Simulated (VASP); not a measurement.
# Sn (Immm) in VASP: single point with PBE+D3(BJ)

Aim: the single point of Sn with PBE+D3(BJ).

Everything below comes from runs of VASP 6.6.1. Logs are shortened: lines on timing, memory, paths and dates and some standing lists are left out, and cuts for length are marked.

**1. Starting point**

Symmetry: Immm, No. 71, orthorhombic system. Conventional cell: a = 3.453 Å, b = 3.551 Å, c = 4.677 Å, α = 90.00°, β = 90.00°, γ = 90.00°. Around Sn (site symmetry mmm) lie 12 Sn at 3.41 to 3.55 Å.

This isn't the form of Sn at room conditions, which is tetragonal (white tin).

**2. Single point, PBE+D3(BJ)**

INCAR reads:

```
SYSTEM = Sn
ALGO = Normal ; EDIFF = 1E-6
ENCUT = 520 ; GGA = PE
ISIF = 2 ; ISMEAR = 0
IVDW = 12 ; LASPH = .True.
LCHARG = .True. ; LELF = .True.
LREAL = .False. ; LVHAR = .True.
LWAVE = .False. ; NBANDS = 13
NELM = 100 ; PREC = Accurate
SIGMA = 0.1
```

KPOINTS reads:

```
k-points
0
Gamma
  8 8 8
  0 0 0
```

POSCAR reads:

```
Sn
1.0
   -1.7265390000      1.7755470000      2.3383420000
    1.7265390000     -1.7755470000      2.3383420000
    1.7265390000      1.7755470000     -2.3383420000
Sn
1
Direct
    0.0000000000      0.0000000000      0.0000000000
```

Potentials or basis: VASP PAW PBE potentials, release 64 (Sn_d).

Command:

```console
cat potpaw_PBE.64/Sn_d/POTCAR > POTCAR
mpirun -np 1 vasp_std > vasp.out
```

OUTCAR:

```text
SYSTEM = Sn
   EDIFF = 1E-6
   ENCUT = 520
   GGA = PE
   ISIF = 2
   ISMEAR = 0
   IVDW = 12
   LASPH = .True.
   LREAL = .False.
   NELM = 100
   PREC = Accurate
 IVDW          = 12

 ion  position               nearest neighbor table
   1  0.000  0.000  0.000-

  LATTYP: Found a body centered orthorhombic cell.
 ALAT       =     3.4530780000
 B/A-ratio  =     1.0283851103
 C/A-ratio  =     1.3543522620

  Lattice vectors:

 A1 = (  -1.7265390000,   1.7755470000,   2.3383420000)
 A2 = (   1.7265390000,  -1.7755470000,   2.3383420000)
 A3 = (   1.7265390000,   1.7755470000,  -2.3383420000)

Analysis of symmetry for initial positions (statically):
=====================================================================
 Subroutine PRICEL returns:
 Original cell was already a primitive cell.

 Routine SETGRP: Setting up the symmetry group for a
 body centered orthorhombic supercell.

 Subroutine GETGRP returns: Found  8 space group operations
 (whereof  8 operations were pure point group operations)
 out of a pool of  8 trial point group operations.

The static configuration has the point symmetry D_2h.

Analysis of symmetry for dynamics (positions and initial velocities):
=====================================================================
 Subroutine PRICEL returns:
 Original cell was already a primitive cell.

 Routine SETGRP: Setting up the symmetry group for a
 body centered orthorhombic supercell.

 Subroutine GETGRP returns: Found  8 space group operations
 (whereof  8 operations were pure point group operations)
 out of a pool of  8 trial point group operations.

The dynamic configuration has the point symmetry D_2h.

 Subroutine INISYM returns: Found  8 space group operations
 (whereof  8 operations are pure point group operations),
 and found     1 'primitive' translations

----------------------------------------------------------------------------------------

                                     Primitive cell

  volume of cell :      28.6732

  direct lattice vectors                    reciprocal lattice vectors
    -1.726539000  1.775547000  2.338342000     0.000000000  0.281603359  0.213826720
     1.726539000 -1.775547000  2.338342000     0.289596702  0.000000000  0.213826720
     1.726539000  1.775547000 -2.338342000     0.289596702  0.281603359  0.000000000

  length of vectors
     3.406075069  3.406075069  3.406075069     0.353584952  0.359983494  0.403938983

  position of ions in fractional coordinates (direct lattice)
     0.000000000  0.000000000  0.000000000

[... 86 lines left out ...]
   NELECT =      14.0000    total number of electrons
   NUPDOWN=      -1.0000    fix difference up-down
   EMIN   =  10.00;   EMAX   =-10.00  energy-range for DOS
   EFERMI =   0.00;   METHOD = LEGACY
   ISMEAR =     0;   SIGMA  =   0.10  broadening in eV -4-tet -1-fermi 0-gaus
   EFERMI_NEDOS =   21; number of points for ismear=-14 and -15
   IALGO  =     38    algorithm
   IMIX   =      4    mixing-type and parameters
     AMIX     =   0.40;   BMIX     =  1.00
     AMIX_MAG =   1.60;   BMIX_MAG =  1.00
  volume/ion in A,a.u.               =      28.67       193.50
  Fermi-wavevector in a.u.,A,eV,Ry     =   1.289116  2.436076 22.610433  1.661820
  Thomas-Fermi vector in A             =   2.421028
   LORBIT       =      0    0 simple, 1 ext, 2 COOP (PROOUT), +10 PAW based schemes
   GGA     = PE    functional components
   LHFCALC =     F    Hartree Fock is set to
   AEXX    =    0.0000 exact exchange contribution
   IVDW    =    12    specifies the selected vdW correction
   LEPSILON=     F    determine dielectric tensor
   LRPA    =     F    only Hartree local field effects (RPA)
 non-spin polarized calculation
 Gauss-broadening in eV      SIGMA  =   0.10
  energy-cutoff  :      520.00
  volume of cell :       28.67
 maximum number of plane-waves:       797
 NGX is ok and might be reduce to    28
   NGX = 13   NGY = 13   NGZ = 13

 number of electron      13.9999998 magnetization

 Free energy of the ion-electron system (eV)
  ---------------------------------------------------
  ext. energy  EPLUGINS =         0.00000000
  ---------------------------------------------------
  free energy    TOTEN  =        -3.79772165 eV

  energy without entropy =       -3.79455981  energy(sigma->0) =       -3.79614073

 E-fermi :   7.5684     XC(G=0): -10.1157

 val. band max:        7.5484072748   @ k =   0.2500   0.2500   0.0000
 cond. band min:       7.5731532828   @ k =   0.5000   0.5000   0.2500
 fundamental gap:      0.0247460080
 Fermi energy:         7.5684144210

 k-point     1 :       0.0000    0.0000    0.0000
  band No.  band energies     occupation
      1     -14.0548      2.00000
      2     -14.0429      2.00000
      3     -14.0197      2.00000
      4     -13.9905      2.00000
      5     -13.9584      2.00000
      6      -3.2515      2.00000
      7      14.5427      0.00000
      8      14.6833      0.00000
      9      15.0894      0.00000
     10      18.1231      0.00000
     11      18.6332      0.00000
     12      19.1454      0.00000
     13      19.3015      0.00000
[... 354 lines left out ...]
  band No.  band energies     occupation
      1     -14.0561      2.00000
      2     -13.9923      2.00000
      3     -13.9738      2.00000
      4     -13.9498      2.00000
      5     -13.9225      2.00000
      6       1.5931      2.00000
      7       4.5510      2.00000
      8       7.2149      2.00000
      9      11.6193      0.00000
     10      14.9154      0.00000
     11      20.2264      0.00000
     12      22.4044      0.00000
     13      23.2377      0.00000

 [... further k-points ...]

------------------------ aborting loop because EDIFF is reached ----------------------------------------

 Edisp (eV)   -0.36483

 E8    (eV) :    -0.1752

  FORCE on cell =-STRESS in cart. coord.  units (eV):
  Direction    XX          YY          ZZ          XY          YZ          ZX
  --------------------------------------------------------------------------------------
  -------------------------------------------------------------------------------------
  Total      -0.57103    -0.48861    -0.68631    -0.00000     0.00000     0.00000
  in kB     -31.90766   -27.30205   -38.34893    -0.00000     0.00000     0.00000
  external pressure =      -32.52 kB  Pullay stress =        0.00 kB

 VOLUME and BASIS-vectors are now :
 -----------------------------------------------------------------------------
  energy-cutoff  :      520.00
  volume of cell :       28.67
      direct lattice vectors                 reciprocal lattice vectors
    -1.726539000  1.775547000  2.338342000     0.000000000  0.281603359  0.213826720
     1.726539000 -1.775547000  2.338342000     0.289596702  0.000000000  0.213826720
     1.726539000  1.775547000 -2.338342000     0.289596702  0.281603359  0.000000000

 POSITION                                       TOTAL-FORCE (eV/Angst)
 -----------------------------------------------------------------------------------
      0.00000      0.00000      0.00000         0.000000      0.000000     -0.000000
 -----------------------------------------------------------------------------------
    total drift:                               -0.000000     -0.000000     -0.000000

  FREE ENERGIE OF THE ION-ELECTRON SYSTEM (eV)
  ---------------------------------------------------
  free  energy   TOTEN  =        -4.1625488185 eV

  energy  without entropy=       -4.1593869738  energy(sigma->0) =       -4.16096790
```

OSZICAR:

```text
N       E                     dE             d eps       ncg     rms          rms(c)
DAV:   1     0.810142527745E+02    0.81014E+02   -0.72311E+03  2538   0.160E+03
DAV:   2     0.210567257098E+01   -0.78909E+02   -0.76251E+02  2615   0.341E+02
DAV:   3    -0.368365969332E+01   -0.57893E+01   -0.57689E+01  2940   0.740E+01
DAV:   4    -0.380481936186E+01   -0.12116E+00   -0.12114E+00  3018   0.116E+01
DAV:   5    -0.380863934170E+01   -0.38200E-02   -0.38199E-02  3269   0.197E+00    0.119E+00
DAV:   6    -0.380041864769E+01    0.82207E-02   -0.91757E-03  3189   0.160E+00    0.658E-01
DAV:   7    -0.379781788783E+01    0.26008E-02   -0.60991E-03  3220   0.124E+00    0.884E-02
DAV:   8    -0.379772027640E+01    0.97611E-04   -0.62806E-04  3045   0.421E-01    0.215E-02
DAV:   9    -0.379772075679E+01   -0.48039E-06   -0.11069E-05  3444   0.439E-02    0.123E-02
DAV:  10    -0.379772165123E+01   -0.89444E-06   -0.16172E-06  2879   0.125E-02
   1 F= -.41625488E+01 E0= -.41609679E+01  d E =-.316184E-02
```

It took 13 s on 1 thread of Intel Xeon 6975P-C (Granite Rapids), shared host; peak memory 0.18 GiB.

What came out:

* Free energy: -4.1625 eV
* Pressure: -3.3 GPa
* Band gap on the k mesh: none (metal or under the smearing width)
* Dispersion energy per atom: -0.365 eV

Stress tensor (GPa, compression positive):
```
-3.19  0.00  0.00
 0.00 -2.73  0.00
 0.00  0.00 -3.83
```

Levels at points of the mesh, in eV from the Fermi level:
| k point | band 4 | band 5 | band 6 | band 7 | band 8 | band 9 | band 10 | band 11 |
| --- | --- | --- | --- | --- | --- | --- | --- | --- |
| (0.00, 0.00, 0.00) | -21.56 | -21.53 | -10.82 | 6.97 | 7.11 | 7.52 | 10.55 | 11.06 |
| (0.50, 0.00, 0.00) | -21.49 | -21.47 | -6.89 | -4.45 | 5.19 | 5.94 | 9.62 | 10.04 |
| (0.00, 0.50, 0.00) | -21.48 | -21.47 | -6.64 | -4.39 | 4.77 | 5.64 | 9.13 | 9.59 |
| (0.50, 0.50, 0.00) | -21.47 | -21.45 | -5.27 | -3.63 | 2.01 | 2.39 | 5.47 | 5.85 |
| (0.50, 0.50, 0.50) | -21.46 | -21.46 | -4.50 | -3.13 | 1.16 | 1.80 | 4.56 | 5.39 |

Caveat: pairwise dispersion overbinds metals, which lowers pressure and volume.
